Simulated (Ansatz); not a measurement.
# Electron scattering at the Σ5 (310) boundary in bcc Nb with Ag (substitutional)

Aim: the relaxed structure and the specific resistance of the Σ5 (310) boundary in bcc Nb with Ag (substitutional).

Main program and level: Ansatz 0.2.0; Ansatz plane-wave DFT, PBE, PAW files; relaxation of a bicrystal slab with its lowest layers held; PAW set soft_1, in the first sound run; inputs show where later runs differ.

## (1) Starting point

The cell holds 19 atoms: 18 Nb and 1 Ag. Its edges and angles: a = 5.483 Å, b = 3.306 Å, c = 30.220 Å, α = 90.0°, β = 90.0°, γ = 72.5°. It derives from Nb. built on the (3 1 0) plane; 1 overlapping atoms removed and the grains opened by 0.4 Å. Vacuum lies along c.

## (2) Relaxing the bicrystal

The boundary is built by mirroring the lower grain in the boundary plane and removing any atoms that overlap; then the Ag is put in at the boundary. A thin bicrystal slab is relaxed first, with the lowest layers held and the upper grain free to shift and open.

input.yaml

```yaml
crystal:
  lattice:
    - [5.4828782722, 0.0, 0.0]
    - [0.9968869586, 3.1524333588, 0.0]
    - [0.0, 0.0, 30.2197895304]
  atoms:
    - { symbol: Nb, position: [0.8000000001, 0.6000000001, 0.1654544945] }
    - { symbol: Nb, position: [0.2000000001, 0.9000000001, 0.2000524807] }
    - { symbol: Nb, position: [0.6000000001, 0.2000000001, 0.234650467] }
    - { symbol: Nb, position: [0.0, 0.5000000001, 0.2692484532] }
    - { symbol: Nb, position: [0.4, 0.8000000001, 0.3038464395] }
    - { symbol: Nb, position: [0.8, 0.1, 0.3384444258] }
    - { symbol: Nb, position: [0.2, 0.4, 0.373042412] }
    - { symbol: Nb, position: [0.6, 0.7, 0.4076403983] }
    - { symbol: Ag, position: [0.0, 0.0, 0.4422383845] }
    - { symbol: Nb, position: [0.6, 0.7, 0.4900727303] }
    - { symbol: Nb, position: [0.2, 0.4, 0.5246707166] }
    - { symbol: Nb, position: [0.8, 0.1, 0.5592687028] }
    - { symbol: Nb, position: [0.4, 0.8000000001, 0.5938666891] }
    - { symbol: Nb, position: [0.0, 0.5000000001, 0.6284646754] }
    - { symbol: Nb, position: [0.6000000001, 0.2000000001, 0.6630626616] }
    - { symbol: Nb, position: [0.2000000001, 0.9000000001, 0.6976606479] }
    - { symbol: Nb, position: [0.8000000001, 0.6000000001, 0.7322586341] }
    - { symbol: Nb, position: [0.4000000001, 0.3000000001, 0.7668566204] }
    - { symbol: Nb, position: [1.0e-10, 1.0e-10, 0.8014546066] }
kpoints:
  mp_grid: { grid: [7, 7, 1] }
hamiltonian:
  xc: pbe
  pseudopotentials: { kind: paw, azcp: { folder: soft_1 } }
scf:
  occupations: { method: fermi_dirac, width: 0.1 }
relax:
  f_tol: 0.03
  max_steps: 80
  constraints: [{ sites: [0, 1, 2] }]
```

Command:

```console
> ansatz run input.yaml --threads 4 --pin off --max-ram 15360MiB --backend cpu --events-out ev --progress --plain --runs-dir out
```

Numbers of over 12 decimals in the logs are rounded to 6 here.

Output:

```text
Engine: ansatz 0.2.0, aarch64-unknown-linux-gnu
Pseudopotentials: kind: paw
Pseudopotential: Nb, paw, valence charge 13, recommended cutoff 420 eV (normal), soft_1/Nb.paw.azcp
Pseudopotential: Ag, paw, valence charge 19, recommended cutoff 420 eV (normal), soft_1/Ag.paw.azcp
Functional definition: PBE
  parameter kappa = 0.804
  parameter beta = 0.066725
  exchange = pbe_x(kappa = kappa, mu = beta*pi^2/3)
  correlation = pbe_c(beta = beta)
Crystal: 19 atoms, lattice volume = 522.331 Å³
Basis set: ecut = 420 eV, 10265 PW (Γ), exchange–correlation on 80×48×432 points (8 copies of the dense FFT grid, shifted against one another)
Bands: 152, of which v1, the nominal top of the filled ones, is band 127 counted from 1 (126 counted from 0)
Symmetry: 2 space group operations
Space group: Cm (ITA 8), of the structure as read, at distance tolerance 8.1e-5 Å
k-points: 16 of 49 (time reversal used)
Non-local potential: Nb, projectors of the file, l = 0: 3, l = 1: 2, l = 2: 2, l = 3: 1
Non-local potential: Ag, projectors of the file, l = 0: 3, l = 1: 2, l = 2: 2, l = 3: 1
PAW form: soft (Blöchl's): semilocal exchange-correlation on the pseudo side does not see the compensation charge
PAW one-centre angular grid: Nb, 590 points (default); XC on 64 Gauss nodes
PAW one-centre angular grid: Ag, 590 points (default); XC on 64 Gauss nodes
Initial density: superposition of atomic densities (neutral atoms: chi_scale 0, normalization atom)
Initial wavefunctions: pseudopotential atomic-orbital guess
Functional: x = pbe(κ = 0.804, μ = 0.219515), c = pbe(β = 0.066725)
SCF iter   1: F=—  HF=-89542.663396 eV  |F-HF|=—  |Δ(HF+E_count)|=         —  Δρ=8.05e-2  dr2=2.60e2  ethr=3.10e-3  ⟨swp⟩=9.2  Hψ=11275  notcnv=0
preconditioner: auto → LDOS  [metal: Δε(μ)=0.006 eV  Ē_g=3.901 eV  σ=0.100 eV  W_gap=0.02  n_scr=122 (ndim 8)  ℏωp=16.3 eV  f_vac=0.271  D(μ)=16.49/eV (n_scr^D=112)  β→1.0]
SCF iter   2: F=—  HF=-89535.305662 eV  |F-HF|=—  |Δ(HF+E_count)|=    7.36e0  Δρ=6.90e-2  dr2=4.90e2  ethr=3.10e-3  ⟨swp⟩=12.6  Hψ=12533  notcnv=1  defer=9
SCF iter   3: F=—  HF=-89525.729100 eV  |F-HF|=—  |Δ(HF+E_count)|=    9.58e0  Δρ=1.94e-2  dr2=1.73e1  ethr=3.10e-3  ⟨swp⟩=10.3  Hψ=8983  notcnv=0  defer=10
SCF iter   4: F=—  HF=-89525.174922 eV  |F-HF|=—  |Δ(HF+E_count)|=   5.54e-1  Δρ=7.19e-3  dr2=1.66e0  ethr=3.10e-3  ⟨swp⟩=3.6  Hψ=3886  notcnv=0  defer=4
SCF iter   5: F=—  HF=-89525.096389 eV  |F-HF|=—  |Δ(HF+E_count)|=   7.85e-2  Δρ=2.01e-3  dr2=3.70e-2  ethr=6.54e-4  ⟨swp⟩=5.2  Hψ=4371  notcnv=0  defer=9
SCF iter   6: F=—  HF=-89525.095242 eV  |F-HF|=—  |Δ(HF+E_count)|=   1.15e-3  Δρ=8.82e-4  dr2=3.35e-2  ethr=1.46e-5  ⟨swp⟩=3.4  Hψ=5306  notcnv=0  defer=1
SCF iter   7: F=—  HF=-89525.095104 eV  |F-HF|=—  |Δ(HF+E_count)|=   1.38e-4  Δρ=2.31e-4  dr2=9.96e-4  ethr=1.32e-5  ⟨swp⟩=1.6  Hψ=2523  notcnv=0
SCF iter   8: F=—  HF=-89525.095419 eV  |F-HF|=—  |Δ(HF+E_count)|=   3.15e-4  Δρ=8.31e-5  dr2=8.73e-5  ethr=3.94e-7  ⟨swp⟩=2.2  Hψ=3394  notcnv=0
SCF iter   9: F=—  HF=-89525.095452 eV  |F-HF|=—  |Δ(HF+E_count)|=   3.20e-5  Δρ=3.01e-5  dr2=2.30e-5  ethr=8.89e-9  ⟨swp⟩=5.3  Hψ=8326  notcnv=0
SCF iter  10: F=-89525.095453 eV  HF=-89525.095454 eV  |F-HF|=1.92e-6  |Δ(HF+E_count)|=   2.92e-6  Δρ=1.03e-5  dr2=3.26e-6  ethr=8.89e-9  ⟨swp⟩=4.2  Hψ=6961  notcnv=0
SCF 1 converged in 10 iterations: F = -89525.095453 eV  dr2 = 3.26e-6
  greatest PAW one-centre occupation: 1.002 electrons in one spin orbital (limit 2), on the Ag atom at site 8 (counted from 0), in its partial waves of l = 0
relax step   1: F+E_penalty+E_count = -89525.09545250 eV  Δ(F+E_penalty+E_count) = +0.000e0 eV  max|allowed force component| = 1.620e0 eV/Å  Δτ_max = 0.0000 Å  (10 SCF iters, dr2 threshold 2.25e-5 eV, accepted)
Initial density: handed on by an earlier stage of this run
Initial wavefunctions: those handed on with the density
iter 1 solved again at ethr=2.01e-3 eV; its pass at ethr=3.10e-3 eV (dr2=5.10e0 eV) is discarded
SCF iter   1: F=—  HF=-89525.860311 eV  |F-HF|=—  |Δ(HF+E_count)|=         —  Δρ=1.33e-2  dr2=5.30e0  ethr=2.01e-3  ⟨swp⟩=1.3  Hψ=8525  notcnv=0
preconditioner: auto → LDOS  [metal: Δε(μ)=0.022 eV  Ē_g=3.509 eV  σ=0.100 eV  W_gap=0.06  n_scr=122 (ndim 8)  ℏωp=16.3 eV  f_vac=0.279  D(μ)=22.85/eV (n_scr^D=218)  β→1.0]
SCF iter   2: F=—  HF=-89525.614222 eV  |F-HF|=—  |Δ(HF+E_count)|=   2.46e-1  Δρ=4.55e-3  dr2=2.79e-1  ethr=2.01e-3  ⟨swp⟩=3.6  Hψ=3158  notcnv=0
SCF iter   3: F=—  HF=-89525.597280 eV  |F-HF|=—  |Δ(HF+E_count)|=   1.69e-2  Δρ=2.31e-3  dr2=8.03e-2  ethr=1.10e-4  ⟨swp⟩=2.7  Hψ=4847  notcnv=0
SCF iter   4: F=—  HF=-89525.584117 eV  |F-HF|=—  |Δ(HF+E_count)|=   1.32e-2  Δρ=6.11e-4  dr2=5.17e-3  ethr=3.17e-5  ⟨swp⟩=2.0  Hψ=3507  notcnv=0
SCF iter   5: F=—  HF=-89525.583560 eV  |F-HF|=—  |Δ(HF+E_count)|=   5.58e-4  Δρ=1.50e-4  dr2=3.58e-4  ethr=2.04e-6  ⟨swp⟩=2.0  Hψ=3335  notcnv=0
SCF iter   6: F=-89525.583532 eV  HF=-89525.583550 eV  |F-HF|=1.79e-5  |Δ(HF+E_count)|=   9.67e-6  Δρ=5.09e-5  dr2=2.99e-5  ethr=3.95e-8  ⟨swp⟩=3.1  Hψ=9629  notcnv=0
SCF 2 converged in 6 iterations: F = -89525.583532 eV  dr2 = 2.99e-5
relax step   2: F+E_penalty+E_count = -89525.58353199 eV  Δ(F+E_penalty+E_count) = -4.881e-1 eV  max|allowed force component| = 5.514e-1 eV/Å  Δτ_max = 0.1949 Å  (6 SCF iters, dr2 threshold 1.00e-4 eV, accepted)
SCF iter   1: F=—  HF=-89525.923334 eV  |F-HF|=—  |Δ(HF+E_count)|=         —  Δρ=1.38e-2  dr2=1.16e1  ethr=3.10e-3  ⟨swp⟩=6.5  Hψ=6202  notcnv=0
preconditioner: auto → LDOS  [metal: Δε(μ)=0.003 eV  Ē_g=3.554 eV  σ=0.100 eV  W_gap=0.01  n_scr=122 (ndim 8)  ℏωp=16.3 eV  f_vac=0.284  D(μ)=21.98/eV (n_scr^D=210)  β→1.0]
SCF iter   2: F=—  HF=-89525.689550 eV  |F-HF|=—  |Δ(HF+E_count)|=   2.34e-1  Δρ=3.77e-3  dr2=2.80e-1  ethr=3.10e-3  ⟨swp⟩=1.6  Hψ=2877  notcnv=0
SCF iter   3: F=—  HF=-89525.680734 eV  |F-HF|=—  |Δ(HF+E_count)|=   8.82e-3  Δρ=2.56e-3  dr2=6.52e-2  ethr=1.11e-4  ⟨swp⟩=2.0  Hψ=4479  notcnv=0
SCF iter   4: F=—  HF=-89525.666842 eV  |F-HF|=—  |Δ(HF+E_count)|=   1.39e-2  Δρ=4.54e-4  dr2=2.81e-3  ethr=2.58e-5  ⟨swp⟩=2.1  Hψ=4120  notcnv=0
SCF iter   5: F=—  HF=-89525.666698 eV  |F-HF|=—  |Δ(HF+E_count)|=   1.44e-4  Δρ=1.41e-4  dr2=2.58e-4  ethr=1.11e-6  ⟨swp⟩=3.0  Hψ=4479  notcnv=0
SCF iter   6: F=—  HF=-89525.666714 eV  |F-HF|=—  |Δ(HF+E_count)|=   1.54e-5  Δρ=4.80e-5  dr2=3.28e-5  ethr=1.02e-7  ⟨swp⟩=2.0  Hψ=3349  notcnv=0
SCF iter   7: F=-89525.666714 eV  HF=-89525.666714 eV  |F-HF|=5.94e-7  |Δ(HF+E_count)|=   7.30e-7  Δρ=1.44e-5  dr2=2.55e-6  ethr=7.51e-9  ⟨swp⟩=5.0  Hψ=8287  notcnv=0
SCF 3 converged in 7 iterations: F = -89525.666714 eV  dr2 = 2.55e-6
relax step   3: F+E_penalty+E_count = -89525.66671380 eV  Δ(F+E_penalty+E_count) = -8.318e-2 eV  max|allowed force component| = 3.054e-1 eV/Å  Δτ_max = 0.1823 Å  (7 SCF iters, dr2 threshold 1.90e-5 eV, accepted)
[...]
relax step   4: F+E_penalty+E_count = -89525.67718283 eV  Δ(F+E_penalty+E_count) = -1.047e-2 eV  max|allowed force component| = 1.659e-1 eV/Å  Δτ_max = 0.0837 Å  (6 SCF iters, dr2 threshold 1.08e-5 eV, accepted)
[...]
relax step   5: F+E_penalty+E_count = -89525.69058882 eV  Δ(F+E_penalty+E_count) = -1.341e-2 eV  max|allowed force component| = 5.171e-2 eV/Å  Δτ_max = 0.0370 Å  (6 SCF iters, dr2 threshold 8.11e-6 eV, accepted)
[...]
relax step   6: F+E_penalty+E_count = -89525.69070137 eV  Δ(F+E_penalty+E_count) = -1.126e-4 eV  max|allowed force component| = 6.735e-2 eV/Å  Δτ_max = 0.0301 Å  (7 SCF iters, accepted)
SCF iter   1: F=—  HF=-89525.691549 eV  |F-HF|=—  |Δ(HF+E_count)|=         —  Δρ=4.88e-4  dr2=3.26e-3  ethr=4.41e-6  ⟨swp⟩=2.2  Hψ=4006  notcnv=0
preconditioner: auto → LDOS  [metal: Δε(μ)=0.006 eV  Ē_g=3.534 eV  σ=0.100 eV  W_gap=0.01  n_scr=122 (ndim 8)  ℏωp=16.3 eV  f_vac=0.284  D(μ)=22.27/eV (n_scr^D=214)  β→1.0]
SCF iter   2: F=—  HF=-89525.691292 eV  |F-HF|=—  |Δ(HF+E_count)|=   2.58e-4  Δρ=1.90e-4  dr2=3.87e-4  ethr=1.29e-6  ⟨swp⟩=2.0  Hψ=3583  notcnv=0
SCF iter   3: F=—  HF=-89525.691264 eV  |F-HF|=—  |Δ(HF+E_count)|=   2.78e-5  Δρ=7.05e-5  dr2=7.06e-5  ethr=1.53e-7  ⟨swp⟩=2.0  Hψ=4452  notcnv=0
SCF iter   4: F=—  HF=-89525.691569 eV  |F-HF|=—  |Δ(HF+E_count)|=   3.05e-4  Δρ=1.65e-5  dr2=3.22e-6  ethr=2.79e-8  ⟨swp⟩=2.6  Hψ=4052  notcnv=0
SCF iter   5: F=—  HF=-89525.691569 eV  |F-HF|=—  |Δ(HF+E_count)|=   2.87e-7  Δρ=4.55e-6  dr2=3.40e-7  ethr=1.27e-9  ⟨swp⟩=2.7  Hψ=4742  notcnv=0
SCF iter   6: F=-89525.691569 eV  HF=-89525.691569 eV  |F-HF|=9.95e-9  |Δ(HF+E_count)|=   3.08e-8  Δρ=1.55e-6  dr2=3.05e-8  ethr=3.95e-11  ⟨swp⟩=5.1  Hψ=8164  notcnv=0
SCF 7 converged in 6 iterations: F = -89525.691569 eV  dr2 = 3.05e-8
relax step   7: F+E_penalty+E_count = -89525.69156871 eV  Δ(F+E_penalty+E_count) = -8.673e-4 eV  max|allowed force component| = 1.474e-2 eV/Å  Δτ_max = 0.0077 Å  (6 SCF iters, accepted)
SCF converged after 6 iterations
Free energy (F): -89525.691569 eV
Harris-Foulkes:  -89525.691569 eV  (|F-HF|=9.95e-9)
Internal energy: -89524.951194 eV  (E = F + TS)
E sigma→0 (E₀):  -89525.321381 eV
Entropy (-TS):   -0.740375 eV (-38.967 meV/atom)
Fermi energy:    10.547571 eV
--- Per-component energies (eV) ---
  E_band       = -3314.242795
  E_kinetic    = 7169.632882
  E_local      = -206838.025885  (includes V_loc(G=0)·N_el)
  E_nonlocal   = 1746.882916
  E_hartree    = 100513.951092
  E_xc         = -3133.523123
  E_vxc        = -3801.380309  (∫ρ·V_xc dr)
  E_paw        = -59434.675867  (= ΣΔE_a)
  E_vpaw       = -2619.273294  (= ΣTr[D̂ρ^β])
  E_aug_tail   = 0.001127  (compensation charges beyond the density's cutoff)
  E_ewald      = 70450.805664
  E_smearing   = -0.740375  (= −TS)
  E_closure    = -0.000000  (closes the sum)
  Σ components = -89525.691569   (vs F -89525.691569, Δ=0.00e0)
--- Forces (eV/Å), atoms counted from 1 ---
  atom   1  Nb     0.16843971    -0.05326531     1.62372313
  atom   2  Nb    -0.43401765     0.13724843    -0.59751223
  atom   3  Nb     0.27124380    -0.08577482    -1.02531399
  atom   4  Nb     0.00289547    -0.00091563     0.00303210
  atom   5  Nb    -0.00760098     0.00240364     0.00141160
  atom   6  Nb     0.00194415    -0.00061480    -0.00182313
  atom   7  Nb     0.00177393    -0.00056097     0.00165175
  atom   8  Nb     0.01225545    -0.00387552    -0.00715474
  atom   9  Ag    -0.00620393     0.00196186    -0.00003673
  atom  10  Nb    -0.01010013     0.00319394    -0.00512430
  atom  11  Nb    -0.00153801     0.00048636     0.00817890
  atom  12  Nb     0.00566819    -0.00179244     0.00171474
  atom  13  Nb     0.00120374    -0.00038066    -0.00465212
  atom  14  Nb     0.00341319    -0.00107934     0.00131444
  atom  15  Nb    -0.00191306     0.00060496     0.00181593
  atom  16  Nb    -0.00195633     0.00061865    -0.00581376
  atom  17  Nb     0.00462859    -0.00146369     0.00410545
  atom  18  Nb     0.00453493    -0.00143407     0.00758174
  atom  19  Nb    -0.01474287     0.00466210    -0.00714277
  max |Σ_I F_I| component: 7.18e-5 eV/Å
--- Relaxed structure (7 steps of the walk, 7 accepted, 0 SCFs on fresh bases) ---
  F+E_penalty+E_count = -89525.69156871 eV   max|allowed force component| = 1.474e-2 eV/Å
  atoms:
    - { symbol: Nb, position: [0.800000, 0.59999999995, 0.165454] }
    - { symbol: Nb, position: [0.200000, 0.900000, 0.200052] }
    - { symbol: Nb, position: [0.6000000001, 0.200000, 0.234650] }
    - { symbol: Nb, position: [-0.00395196, 0.501976, 0.267935] }
    - { symbol: Nb, position: [0.397922, 0.801039, 0.303815] }
    - { symbol: Nb, position: [0.801944, 0.099028, 0.338422] }
    - { symbol: Nb, position: [0.194172, 0.402914, 0.372770] }
    - { symbol: Nb, position: [0.578219, 0.710891, 0.401391] }
    - { symbol: Ag, position: [0.00139952, -0.00069976, 0.446205] }
    - { symbol: Nb, position: [0.578954, 0.710523, 0.491350] }
    - { symbol: Nb, position: [0.193248, 0.403376, 0.519936] }
    - { symbol: Nb, position: [0.800866, 0.099567, 0.554728] }
    - { symbol: Nb, position: [0.401531, 0.799234, 0.589350] }
    - { symbol: Nb, position: [-0.000743847, 0.500372, 0.623340] }
    - { symbol: Nb, position: [0.593562, 0.203219, 0.658923] }
    - { symbol: Nb, position: [0.196031, 0.901984, 0.693990] }
    - { symbol: Nb, position: [0.798044, 0.600978, 0.728605] }
    - { symbol: Nb, position: [0.381734, 0.309133, 0.763345] }
    - { symbol: Nb, position: [-0.00753171, 0.00376586, 0.790324] }
```

Wall time 4.3 min (4 threads of Arm Neoverse V1, shared host); peak memory 2.2 GiB.

The steps of the relaxation:

| step | energy less that of the first step (eV) | largest force component (eV/Å) |
| --- | --- | --- |
| 1 | 0.0000 | 1.6196 |
| 2 | -0.4881 | 0.5514 |
| 3 | -0.5713 | 0.3054 |
| 4 | -0.5817 | 0.1659 |
| 5 | -0.5951 | 0.0517 |
| 6 | -0.5952 | 0.0673 |
| 7 | -0.5961 | 0.0147 |

Forces are held to the 2 operations that the run works with; a distortion that breaks them can't arise in this run.

The atoms that moved most (Å):

| atom | dx | dy | dz | length |
| --- | --- | --- | --- | --- |
| Nb19 | -0.038 | 0.012 | -0.336 | 0.339 |
| Nb8 | -0.109 | 0.034 | -0.189 | 0.221 |
| Nb14 | -0.004 | 0.001 | -0.155 | 0.155 |
| Nb11 | -0.034 | 0.011 | -0.143 | 0.147 |
| Nb18 | -0.091 | 0.029 | -0.106 | 0.143 |
| Nb12 | 0.004 | -0.001 | -0.137 | 0.137 |
| Nb13 | 0.008 | -0.002 | -0.136 | 0.137 |
| Nb15 | -0.032 | 0.010 | -0.125 | 0.130 |

This step gave:

| Property | Result |
| --- | --- |
| free energy | -89525.6916 eV |
| energy at zero smearing | -89525.3214 eV |
| Fermi energy | 10.55 eV |

The largest force component on a free atom ends at 0.015 eV/Å, under the tolerance of 0.03, after 7 steps.

(Continued in part 2 of 2.)

[Logs are printed without paths, hosts, clocks, repeated set-up lines and the standing remarks that a program may print on its own settings, such as how far it seeks lower states.]

[Hosts, paths, dates, database ids (printed as entryN), source tags and the programs' standing remarks are cut or masked in the printed files.]
